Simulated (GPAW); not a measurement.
# CoO (Fm-3m) in GPAW: notebook

One crystal, CoO, is run at these levels: RPBE+D4, revPBE+D3(BJ), revPBE+D4; tasks: relaxation of cell and atoms.

Program: GPAW 26.7.0. These are calculated values, not measurements. Logs are shortened: lines on timing, memory, paths and dates and some standing lists are left out, and cuts for length are marked. The log counts tension as positive stress, the text compression.

## Step 1: The crystal as given

Symmetry: Fm-3m, No. 225, cubic system. The conventional cell has a = 4.263 Å, b = 4.263 Å, c = 4.263 Å, α = 90.00°, β = 90.00°, γ = 90.00°. Co (site symmetry m-3m) has 6 O at 2.13 Å as nearest neighbours. O (site symmetry m-3m) has 6 Co at 2.13 Å as nearest neighbours.

## Step 2: Relaxation of cell and atoms, RPBE+D4, collinear spin, ferromagnetic start, target pressure 10 GPa, at which the enthalpy is minimised

The input, run.py:

```python
from ase import Atoms
from ase.calculators.mixing import SumCalculator
from ase.filters import FrechetCellFilter
from ase.io import write
from ase.optimize import FIRE
from ase.units import GPa
from dftd4.ase import DFTD4
from gpaw import GPAW, PW

atoms = Atoms(['Co', 'O'],
              cell=[[0.0, 2.1315, 2.1315],
                    [2.1315, 0.0, 2.1315],
                    [2.1315, 2.1315, 0.0]],
              scaled_positions=[[0.0, 0.0, 0.0],
                                [0.5, 0.5, 0.5]],
              pbc=True)
atoms.set_initial_magnetic_moments([2.0, 0.0])

calc = GPAW(mode=PW(800),
            xc='RPBE',
            kpts={'size': (11, 11, 11), 'gamma': True},
            occupations={'name': 'fermi-dirac', 'width': 0.05},
            nbands=17,
            convergence={'density': 1e-05, 'forces': 0.0001},
            maxiter=150,
            txt='gpaw.txt')
atoms.calc = SumCalculator([calc, DFTD4(method='rpbe')])
opt = FIRE(FrechetCellFilter(atoms, scalar_pressure=10 * GPa), trajectory='relax.traj', logfile='-')
done = opt.run(fmax=0.01, steps=100)
calc.write('gs.gpw')
write('result.traj', atoms)
print('Converged:', done)
print('Cell:', atoms.cell.cellpar().round(4))
print('Volume:', round(atoms.get_volume(), 4))
print(atoms.get_scaled_positions().round(5))
```

Potentials or basis: the program's PAW data sets (release 1.2.1) made for this functional, pw.

Started as:

```bash
$ OMP_NUM_THREADS=1 python run.py
```

gpaw.txt:

```text
__  _  _
 | _ |_)|_||  |
 |__||  | ||/\| - 26.7.0

Input parameters:
  mode=PW(ecut=800.0),
  convergence={'density': 1e-05, 'forces': 0.0001},
  kpts=MonkhorstPack(size=(11, 11, 11), gamma=True),
  maxiter=150,
  nbands=17,
  occupations=Occupations(name='fermi-dirac', width=0.05),
  xc=XC(name='RPBE')

Diagonalizing LCAO Hamiltonian
Converting LCAO to pw mode

              O

       Co

Atoms  # Å, Bohr magnetons
|   | symbol |        x |        y |        z |    initial magnetic moments |
|---|--------|----------|----------|----------|-----------------------------|
| 0 |     Co | 0.000000 | 0.000000 | 0.000000 | ( 0.0000,  0.0000,  2.0000) |
| 1 |      O | 2.131500 | 2.131500 | 2.131500 | ( 0.0000,  0.0000,  0.0000) |

Unit cell  # Å
| periodic |        x |        y |        z |  lengths |    angles |
|----------|----------|----------|----------|----------|-----------|
|      yes | 0.000000 | 2.131500 | 2.131500 | 3.014396 | 60.000000 |
|      yes | 2.131500 | 0.000000 | 2.131500 | 3.014396 | 60.000000 |
|      yes | 2.131500 | 2.131500 | 0.000000 | 3.014396 | 60.000000 |

Number of symmetries: 48
Symmetry operations  # r_c * U_cc + t_c -> r_c
|    | kind |            matrix            |
|----|------|------------------------------|
|  0 |  σ   |  1, 0, 0,  1, 0,-1,  1,-1, 0 |
|  1 |  C2  |  1, 0, 0,  1,-1, 0,  1, 0,-1 |
|  2 |  E   |  1, 0, 0,  0, 1, 0,  0, 0, 1 |
|  3 |  σ   |  1, 0, 0,  0, 0, 1,  0, 1, 0 |
|  4 |  C4  |  1, 0,-1,  1, 0, 0,  1,-1, 0 |
|  5 |  S6  |  1, 0,-1,  1,-1, 0,  1, 0, 0 |
|  6 |  σ   |  1, 0,-1,  0, 1,-1,  0, 0,-1 |
|  7 |  C3  |  1, 0,-1,  0, 0,-1,  0, 1,-1 |
|  8 |  S6  |  1,-1, 0,  1, 0, 0,  1, 0,-1 |
|  9 |  C4  |  1,-1, 0,  1, 0,-1,  1, 0, 0 |
| 10 |  C3  |  1,-1, 0,  0,-1, 1,  0,-1, 0 |
| 11 |  σ   |  1,-1, 0,  0,-1, 0,  0,-1, 1 |
| 12 |  σ   |  0, 1, 0,  1, 0, 0,  0, 0, 1 |
| 13 |  C4  |  0, 1, 0,  0, 1,-1, -1, 1, 0 |
| 14 |  C3  |  0, 1, 0,  0, 0, 1,  1, 0, 0 |
| 15 |  S6  |  0, 1, 0, -1, 1, 0,  0, 1,-1 |
| 16 |  C2  |  0, 1,-1,  1, 0,-1,  0, 0,-1 |
| 17 |  σ   |  0, 1,-1,  0, 1, 0, -1, 1, 0 |
| 18 |  S4  |  0, 1,-1,  0, 0,-1,  1, 0,-1 |
| 19 |  C4  |  0, 1,-1, -1, 1, 0,  0, 1, 0 |
| 20 |  C3  |  0, 0, 1,  1, 0, 0,  0, 1, 0 |
| 21 |  σ   |  0, 0, 1,  0, 1, 0,  1, 0, 0 |
| 22 |  S6  |  0, 0, 1,  0,-1, 1, -1, 0, 1 |
| 23 |  C4  |  0, 0, 1, -1, 0, 1,  0,-1, 1 |
| 24 |  S4  |  0, 0,-1,  1, 0,-1,  0, 1,-1 |
| 25 |  C3  |  0, 0,-1,  0, 1,-1,  1, 0,-1 |
| 26 |  C2  |  0, 0,-1,  0,-1, 0, -1, 0, 0 |
| 27 |  S6  |  0, 0,-1, -1, 0, 0,  0,-1, 0 |
| 28 |  S4  |  0,-1, 1,  1,-1, 0,  0,-1, 0 |
| 29 |  C4  |  0,-1, 1,  0, 0, 1, -1, 0, 1 |
| 30 |  C2  |  0,-1, 1,  0,-1, 0,  1,-1, 0 |
| 31 |  σ   |  0,-1, 1, -1, 0, 1,  0, 0, 1 |
| 32 |  C3  |  0,-1, 0,  1,-1, 0,  0,-1, 1 |
| 33 |  S6  |  0,-1, 0,  0, 0,-1, -1, 0, 0 |
| 34 |  S4  |  0,-1, 0,  0,-1, 1,  1,-1, 0 |
| 35 |  C2  |  0,-1, 0, -1, 0, 0,  0, 0,-1 |
| 36 |  C2  | -1, 1, 0,  0, 1, 0,  0, 1,-1 |
| 37 |  S6  | -1, 1, 0,  0, 1,-1,  0, 1, 0 |
| 38 |  S4  | -1, 1, 0, -1, 0, 1, -1, 0, 0 |
| 39 |  C3  | -1, 1, 0, -1, 0, 0, -1, 0, 1 |
| 40 |  S6  | -1, 0, 1,  0, 0, 1,  0,-1, 1 |
| 41 |  C2  | -1, 0, 1,  0,-1, 1,  0, 0, 1 |
| 42 |  C3  | -1, 0, 1, -1, 1, 0, -1, 0, 0 |
| 43 |  S4  | -1, 0, 1, -1, 0, 0, -1, 1, 0 |
| 44 |  C2  | -1, 0, 0,  0, 0,-1,  0,-1, 0 |
| 45 |  i   | -1, 0, 0,  0,-1, 0,  0, 0,-1 |
| 46 |  σ   | -1, 0, 0, -1, 1, 0, -1, 0, 1 |
| 47 |  C2  | -1, 0, 0, -1, 0, 1, -1, 1, 0 |
[... 202 lines left out ...]
Stress tensor  # eV/Ang^3
|         x |         y |         z |
|-----------|-----------|-----------|
| -0.029496 | -0.000000 | -0.000000 |
| -0.000000 | -0.029496 |  0.000000 |
| -0.000000 |  0.000000 | -0.029496 |

Forces  # eV/Ang
|       x |       y |        z |
|---------|---------|----------|
| 0.00000 | 0.00000 |  0.00000 |  # Co   0
| 0.00000 | 0.00000 | -0.00000 |  # O    1

Diagonalizing LCAO Hamiltonian
Converting LCAO to pw mode

              O

       Co

Atoms  # Å, Bohr magnetons
|   | symbol |         x |        y |        z |    initial magnetic moments |
|---|--------|-----------|----------|----------|-----------------------------|
| 0 |     Co | -0.000000 | 0.000000 | 0.000000 | ( 0.0000,  0.0000,  2.5557) |
| 1 |      O |  2.123784 | 2.123784 | 2.123784 | ( 0.0000,  0.0000,  0.2367) |

Unit cell  # Å
| periodic |        x |        y |        z |  lengths |    angles |
|----------|----------|----------|----------|----------|-----------|
|      yes | 0.000016 | 2.123776 | 2.123776 | 3.003473 | 59.999492 |
|      yes | 2.123776 | 0.000016 | 2.123776 | 3.003473 | 59.999492 |
|      yes | 2.123776 | 2.123776 | 0.000016 | 3.003473 | 59.999492 |
[... 467 lines left out ...]
Stress tensor  # eV/Ang^3
|         x |         y |         z |
|-----------|-----------|-----------|
| -0.065894 | -0.000006 | -0.000006 |
| -0.000006 | -0.065894 | -0.000006 |
| -0.000006 | -0.000006 | -0.065894 |

Forces  # eV/Ang
|       x |       y |        z |
|---------|---------|----------|
| 0.00000 | 0.00000 | -0.00000 |  # Co   0
| 0.00000 | 0.00000 | -0.00000 |  # O    1

Interpolating wave functions to new cell

              O
[... 232 lines left out ...]
Stress tensor  # eV/Ang^3
|         x |         y |         z |
|-----------|-----------|-----------|
| -0.099564 | -0.000014 | -0.000014 |
| -0.000014 | -0.099564 | -0.000014 |
| -0.000014 | -0.000014 | -0.099564 |

Forces  # eV/Ang
|        x |       y |       z |
|----------|---------|---------|
| -0.00000 | 0.00000 | 0.00000 |  # Co   0
|  0.00000 | 0.00000 | 0.00000 |  # O    1

Interpolating wave functions to new cell

              O
[... 233 lines left out ...]
Stress tensor  # eV/Ang^3
|         x |         y |         z |
|-----------|-----------|-----------|
| -0.137177 | -0.000032 | -0.000032 |
| -0.000032 | -0.137177 | -0.000032 |
| -0.000032 | -0.000032 | -0.137177 |

Forces  # eV/Ang
|        x |       y |       z |
|----------|---------|---------|
| -0.00000 | 0.00000 | 0.00000 |  # Co   0
|  0.00000 | 0.00000 | 0.00000 |  # O    1

Interpolating wave functions to new cell

              O
[... 727 lines left out ...]
Stress tensor  # eV/Ang^3
|         x |         y |         z |
|-----------|-----------|-----------|
| -0.130564 | -0.000036 | -0.000036 |
| -0.000036 | -0.130564 | -0.000036 |
| -0.000036 | -0.000036 | -0.130564 |

Forces  # eV/Ang
|       x |        y |        z |
|---------|----------|----------|
| 0.00000 | -0.00000 | -0.00000 |  # Co   0
| 0.00000 |  0.00000 |  0.00000 |  # O    1

Interpolating wave functions to new cell

              O
[... 231 lines left out ...]
Stress tensor  # eV/Ang^3
|         x |         y |         z |
|-----------|-----------|-----------|
| -0.126467 | -0.000039 | -0.000039 |
| -0.000039 | -0.126467 | -0.000039 |
| -0.000039 | -0.000039 | -0.126467 |

Forces  # eV/Ang
|       x |       y |       z |
|---------|---------|---------|
| 0.00000 | 0.00000 | 0.00000 |  # Co   0
| 0.00000 | 0.00000 | 0.00000 |  # O    1

Interpolating wave functions to new cell

              O

       Co

Atoms  # Å, Bohr magnetons
|   | symbol |         x |         y |        z |    initial magnetic moments |
|---|--------|-----------|-----------|----------|-----------------------------|
| 0 |     Co | -0.000000 | -0.000000 | 0.000000 | ( 0.0000,  0.0000,  2.4183) |
| 1 |      O |  2.080720 |  2.080720 | 2.080720 | ( 0.0000,  0.0000,  0.2079) |

Unit cell  # Å
| periodic |        x |        y |        z |  lengths |    angles |
|----------|----------|----------|----------|----------|-----------|
|      yes | 0.000255 | 2.080592 | 2.080592 | 2.942401 | 59.991884 |
|      yes | 2.080592 | 0.000255 | 2.080592 | 2.942401 | 59.991884 |
|      yes | 2.080592 | 2.080592 | 0.000255 | 2.942401 | 59.991884 |
[... 216 lines left out ...]
Stress tensor  # eV/Ang^3
|         x |         y |         z |
|-----------|-----------|-----------|
| -0.121638 | -0.000043 | -0.000043 |
| -0.000043 | -0.121638 | -0.000043 |
| -0.000043 | -0.000043 | -0.121638 |

Forces  # eV/Ang
|       x |        y |        z |
|---------|----------|----------|
| 0.00000 | -0.00000 |  0.00000 |  # Co   0
| 0.00000 |  0.00000 | -0.00000 |  # O    1

Interpolating wave functions to new cell

              O

       Co

Atoms  # Å, Bohr magnetons
|   | symbol |         x |         y |        z |    initial magnetic moments |
|---|--------|-----------|-----------|----------|-----------------------------|
| 0 |     Co | -0.000000 | -0.000000 | 0.000000 | ( 0.0000,  0.0000,  2.4281) |
| 1 |      O |  2.083383 |  2.083383 | 2.083383 | ( 0.0000,  0.0000,  0.2100) |

Unit cell  # Å
| periodic |        x |        y |        z |  lengths |    angles |
|----------|----------|----------|----------|----------|-----------|
|      yes | 0.000288 | 2.083239 | 2.083239 | 2.946145 | 59.990846 |
|      yes | 2.083239 | 0.000288 | 2.083239 | 2.946145 | 59.990846 |
|      yes | 2.083239 | 2.083239 | 0.000288 | 2.946145 | 59.990846 |
[... 216 lines left out ...]
Stress tensor  # eV/Ang^3
|         x |         y |         z |
|-----------|-----------|-----------|
| -0.116341 | -0.000049 | -0.000049 |
| -0.000049 | -0.116341 | -0.000049 |
| -0.000049 | -0.000049 | -0.116341 |

Forces  # eV/Ang
|       x |        y |        z |
|---------|----------|----------|
| 0.00000 |  0.00000 |  0.00000 |  # Co   0
| 0.00000 | -0.00000 | -0.00000 |  # O    1

Interpolating wave functions to new cell

              O

       Co

Atoms  # Å, Bohr magnetons
|   | symbol |         x |         y |        z |    initial magnetic moments |
|---|--------|-----------|-----------|----------|-----------------------------|
| 0 |     Co | -0.000000 | -0.000000 | 0.000000 | ( 0.0000,  0.0000,  2.4375) |
| 1 |      O |  2.086176 |  2.086176 | 2.086176 | ( 0.0000,  0.0000,  0.2118) |

Unit cell  # Å
| periodic |        x |        y |        z |  lengths |    angles |
|----------|----------|----------|----------|----------|-----------|
|      yes | 0.000336 | 2.086008 | 2.086008 | 2.950061 | 59.989335 |
|      yes | 2.086008 | 0.000336 | 2.086008 | 2.950061 | 59.989335 |
|      yes | 2.086008 | 2.086008 | 0.000336 | 2.950061 | 59.989335 |
[... 216 lines left out ...]
Stress tensor  # eV/Ang^3
|         x |         y |         z |
|-----------|-----------|-----------|
| -0.110818 | -0.000052 | -0.000052 |
| -0.000052 | -0.110818 | -0.000052 |
| -0.000052 | -0.000052 | -0.110818 |

Forces  # eV/Ang
|       x |        y |        z |
|---------|----------|----------|
| 0.00000 |  0.00000 | -0.00000 |  # Co   0
| 0.00000 | -0.00000 |  0.00000 |  # O    1

# Writing to gs.gpw (mode='')
```

Wall time 5.8 min (1 thread of AMD EPYC 9R45 (Zen 5), shared host); peak memory 0.6 GiB.

What came out:

```yaml
Free_energy: -14.8085 eV
Relaxed_volume: 9.07 Å³/atom
Relaxed_cell: a = 2.950 Å, b = 2.950 Å, c = 2.950 Å, α = 59.99°, β = 59.99°, γ = 59.99°
Space_group_after_relaxing_to_0.05_Å: Fm-3m (No. 225)
Energy_change_on_relaxing_the_enthalpy_is_what_falls: +15.4 meV/atom
Ionic_steps: 12
Pressure_after_relaxing: 9.9 GPa
Band_gap_on_the_k_mesh: none (metal or under the smearing width)
Net_moment: 2.80 μB per cell
Site_moments: Co +2.45; O +0.21 μB
Dispersion_energy_per_atom: -0.619 eV
```

Step by step:
```
step  energy change (eV)  largest force (eV/Å)  pressure (GPa)  volume (Å³)
   1              0.0000                0.0000           -2.02        19.37
   2             -0.0009                0.0000           -0.18        19.16
   3              0.0037                0.0000            3.34        18.78
   4              0.0219                0.0000            8.29        18.30
   5              0.0582                0.0000           14.31        17.80
   6              0.0567                0.0000           13.86        17.82
   7              0.0539                0.0000           13.36        17.85
   8              0.0501                0.0000           12.84        17.89
   9              0.0456                0.0000           12.24        17.95
  10              0.0408                0.0000           11.53        18.01
  11              0.0357                0.0000           10.76        18.08
  12              0.0308                0.0000            9.95        18.15
```

Final structure:
```cif
data_structure
_symmetry_space_group_name_H-M 'P 1'
_symmetry_Int_Tables_number 1
_cell_length_a 2.9501
_cell_length_b 2.9501
_cell_length_c 2.9501
_cell_angle_alpha 59.989
_cell_angle_beta 59.989
_cell_angle_gamma 59.989
_cell_volume 18.15
loop_
_atom_site_label
_atom_site_type_symbol
_atom_site_fract_x
_atom_site_fract_y
_atom_site_fract_z
_atom_site_occupancy
Co1 Co 0.00000 0.00000 0.00000 1
O1 O 0.50000 0.50000 0.50000 1
```

Caveat: each step starts from the last one's moments, so a moment once lost doesn't come back; later steps reuse the first step's grids; a cell with one magnetic atom can't hold antiferromagnetic order, which such compounds often take; semilocal functionals often make such compounds metallic where correlation or magnetic order opens a gap, which also shifts bond lengths; pairwise dispersion overbinds metals, which lowers pressure and volume. With open d or f shells a metallic result of RPBE can be an artefact of self-interaction; +U or a hybrid may open a gap.

## Step 3: Relaxation of cell and atoms, revPBE+D3(BJ), collinear spin, ferromagnetic start, target pressure 5 GPa, at which the enthalpy is minimised

The input, run.py:

```python
from ase.calculators.mixing import SumCalculator
from ase.filters import FrechetCellFilter
from ase.io import read, write
from ase.optimize import BFGS
from ase.units import GPa
from dftd3.ase import DFTD3
from gpaw import GPAW, PW

atoms = read('POSCAR')
atoms.set_initial_magnetic_moments([2.0, 0.0])

calc = GPAW(mode=PW(800),
            xc='revPBE',
            kpts={'size': (11, 11, 11), 'gamma': True},
            occupations={'name': 'fermi-dirac', 'width': 0.05},
            nbands=17,
            convergence={'density': 1e-05, 'forces': 0.0001},
            maxiter=150,
            txt='gpaw.txt')
atoms.calc = SumCalculator([calc, DFTD3(method='revpbe', damping='d3bj')])
opt = BFGS(FrechetCellFilter(atoms, scalar_pressure=5 * GPa), trajectory='relax.traj', logfile='-')
done = opt.run(fmax=0.01, steps=100)
calc.write('gs.gpw')
write('result.traj', atoms)
print('Converged:', done)
print('Cell:', atoms.cell.cellpar().round(4))
print('Volume:', round(atoms.get_volume(), 4))
print(atoms.get_scaled_positions().round(5))
```

The input, POSCAR:

```
CoO
1.0
    0.0000000000      2.1315000000      2.1315000000
    2.1315000000      0.0000000000      2.1315000000
    2.1315000000      2.1315000000      0.0000000000
Co O
1 1
Direct
    0.0000000000      0.0000000000      0.0000000000
    0.5000000000      0.5000000000      0.5000000000
```

Potentials or basis: the program's PAW data sets (release 1.2.1) made for this functional, pw.

Started as:

```bash
$ OMP_NUM_THREADS=1 python run.py
```

Wall time 2.6 min (1 thread of AMD EPYC 9R45 (Zen 5), shared host); peak memory 0.41 GiB.

The run converged. Its results:

- Free energy: -14.7833 eV
- Relaxed volume: 9.63 Å³/atom
- Relaxed cell: a = 3.009 Å, b = 3.009 Å, c = 3.009 Å, α = 60.00°, β = 60.00°, γ = 60.00°
- Space group after relaxing (to 0.05 Å): Fm-3m (No. 225)
- Energy change on relaxing (the enthalpy is what falls): -0.6 meV/atom
- Ionic steps: 14
- Pressure after relaxing: 4.9 GPa
- Band gap on the k mesh: none (metal or under the smearing width)
- Net moment: 2.94 μB per cell
- Site moments: Co +2.54; O +0.23 μB
- Dispersion energy per atom: -0.507 eV

Step by step:
| step | energy change (eV) | largest force (eV/Å) | pressure (GPa) | volume (Å³) |
| --- | --- | --- | --- | --- |
| 1 | 0.0000 | 0.0000 | -5.16 | 19.37 |
| 2 | 0.0678 | 0.0000 | 174.00 | 19.11 |
| 3 | -0.0004 | 0.0000 | -4.85 | 19.35 |
| 4 | -0.0008 | 0.0000 | -4.48 | 19.34 |
| 5 | 0.1314 | 0.0000 | 25.70 | 19.01 |
| 6 | 0.0000 | 0.0000 | 13.50 | 19.24 |
| 7 | 0.0008 | 0.0000 | -5.58 | 19.40 |
| 8 | -0.0015 | 0.0000 | -2.79 | 19.31 |
| 9 | 0.1133 | 0.0000 | 97.24 | 19.06 |
| 10 | -0.0017 | 0.0000 | -0.92 | 19.29 |
| 11 | -0.0016 | 0.0000 | 1.16 | 19.27 |
| 12 | -0.0009 | 0.0000 | 7.86 | 19.25 |
| 13 | -0.0014 | 0.0000 | 4.42 | 19.26 |
| 14 | -0.0013 | 0.0000 | 4.93 | 19.26 |

Final structure:
```xyz
2
Lattice="0.0000 2.1274 2.1274 2.1274 0.0000 2.1274 2.1274 2.1274 0.0000" Properties=species:S:1:pos:R:3 pbc="T T T"
Co    0.0000    0.0000    0.0000
O     2.1274    2.1274    2.1274
```

Levels at points of the mesh, in eV from the Fermi level:
Spin up:
| k point | band 6 | band 7 | band 8 | band 9 | band 10 | band 11 | band 12 | band 13 |
| --- | --- | --- | --- | --- | --- | --- | --- | --- |
| (0.00, 0.00, 0.00) | -3.24 | -3.14 | -3.14 | -3.14 | 0.90 | 16.81 | 18.01 | 18.01 |
Spin down:
| k point | band 3 | band 4 | band 5 | band 6 | band 7 | band 8 | band 9 | band 10 |
| --- | --- | --- | --- | --- | --- | --- | --- | --- |
| (0.00, 0.00, 0.00) | -2.68 | -2.68 | -1.12 | -1.12 | -1.12 | 0.13 | 0.13 | 1.43 |

Caveat: each step starts from the last one's moments, so a moment once lost doesn't come back; later steps reuse the first step's grids; a cell with one magnetic atom can't hold antiferromagnetic order, which such compounds often take; semilocal functionals often make such compounds metallic where correlation or magnetic order opens a gap, which also shifts bond lengths; pairwise dispersion overbinds metals, which lowers pressure and volume.

(Continued in part 2 of 2.)
